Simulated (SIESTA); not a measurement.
Crystal: Cs.

```
Cs
1.0
    -3.12847    3.12847    3.12847
     3.12847   -3.12847    3.12847
     3.12847    3.12847   -3.12847
Cs
1
Direct
  0.00000 0.00000 0.00000
```

| Item | Value |
| --- | --- |
| Program | SIESTA 5.4.2 |
| Task | single point |
| Functional | PBE |
| Potentials or basis | PseudoDojo 0.4 standard (PBE files) |
| Basis | DZP (energy shift 0.003 Ry; two zetas on semicore shells; d shell added on Cs) |
| Grid cutoff | 500 Ry |
| Energy shift | 0.003 Ry |
| k mesh | 6 × 6 × 6 |
| Occupations | fermi-dirac, width 0.05 eV |
| Spin | no spin polarisation |

On this cell: pressure -0.2 GPa; band gap on the k mesh none (metal or under the smearing width).

The same run follows on a disturbed copy (cell strained at random at fixed volume):

```xyz
1
Lattice="-3.2699 3.2072 3.2746 3.1395 -3.0609 2.9979 3.1843 2.9753 -3.1284" Properties=species:S:1:pos:R:3 pbc="T T T"
Cs    0.0301   -0.0100    0.0076
```

Question: What does the disturbed cell give?

Answer: The energy (extrapolated to zero smearing) moves by -1.4 meV/atom; pressure -0.2 GPa; band gap on the k mesh none (metal or under the smearing width).

The energy falls, though the first cell shows no forces: that form is unstable against this distortion, unless noise or another electronic state is at work.

Caveats: the basis of atomic orbitals isn't converged, which shifts pressures, moduli and gaps.
